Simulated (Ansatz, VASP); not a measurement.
## Co: VASP beside Ansatz

```xyz
1
Lattice="2.3472 0.0000 0.0000 -1.1736 2.0327 0.0000 0.0000 0.0000 23.8000" Properties=species:S:1:pos:R:3 pbc="T T T"
Co    0.0000    0.0000    7.0000
```

Alike in both runs: functional PBE; k mesh 24 × 24 × 1; occupations gaussian, width 0.1 eV; collinear spin.

Ansatz relaxed the structure, and its values are those at the end. VASP's run is a single point on that final structure, the one shown.

|  | VASP | Ansatz |
| --- | --- | --- |
| version | VASP 6.6.1 | Ansatz 0.2.0 |
| potentials or method | VASP PAW PBE potentials, release 64 (Co) | scalar-relativistic, plane waves, PAW |
| plane-wave cutoff (eV) | 520 | 420 |
| valence electrons in the cell | 9 | 17 |

```csv
,VASP,Ansatz,Ansatz less VASP
gap on the k mesh at the Fermi level (eV),none,none,-
net moment per atom (μB),1.78,1.80,+0.018
size of the moment on the site where the two differ most (μB),1.81,1.86,+0.046
```

Site moments also hang on the region over which each program counts them. A gap of «none» marks a metal or a gap that the smearing closes. With one functional, cell and mesh, what is left measures potentials, basis and numerics. The two sets of potentials don't hold the same shells in valence. Ansatz warned: «xc_potential_rough_in_thin_density».
